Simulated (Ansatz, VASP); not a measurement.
**Al: VASP beside Ansatz**

Contents of INCAR:

```
PREC = Accurate ; ENCUT = 520
EDIFF = 1E-6 ; ISMEAR = -1
SIGMA = 0.08 ; LREAL = False
LASPH = True ; NELM = 80
ALGO = Normal ; ISIF = 2
LWAVE = False ; LCHARG = False
GGA = CA ; NBANDS = 8
```

KPOINTS

```
Automatic mesh
0
Gamma
  16 16 16
```

POSCAR

```
Al
1.0
    0.0000000000      1.9085084708      1.9085084708
    1.9085084708      0.0000000000      1.9085084708
    1.9085084708      1.9085084708      0.0000000000
Al
1
Direct
    0.0000000000      0.0000000000      0.0000000000
```

Input for Ansatz:

```yaml
crystal:
  lattice:
    - [0.0, 1.9085084708, 1.9085084708]
    - [1.9085084708, 0.0, 1.9085084708]
    - [1.9085084708, 1.9085084708, 0.0]
  atoms:
    - { symbol: Al, position: [0.0, 0.0, 0.0] }
kpoints:
  mp_grid: { grid: [16, 16, 16] }
scf:
  occupations: { method: fermi_dirac, width: 0.08 }
hamiltonian:
  xc: lda
  pseudopotentials: { kind: all_electron, lapw: { basis_error: 0.001 } }
output:
  forces: true
  stress: true
  eigenvalues: true
  populations: true
```

Change from the starting cell: volume scaled by 0.88, LAPW.

Alike in both runs: task single point; functional LDA; k mesh 16 × 16 × 16; occupations fermi-dirac, width 0.08 eV; no spin polarisation.

|  | VASP | Ansatz |
| --- | --- | --- |
| version | VASP 6.6.1 | Ansatz 0.2.0 |
| potentials or method | VASP PAW LDA potentials, release 64 (Al) | all-electron LAPW, scalar-relativistic |
| plane-wave cutoff (eV) | 520 | see its input |

|  | VASP | Ansatz | Ansatz less VASP |
| --- | --- | --- | --- |
| pressure (GPa) | 14.7 | 14.4 | -0.26 |

Ansatz ran all-electron here, so the differences hold the error of VASP's frozen core and of both bases.
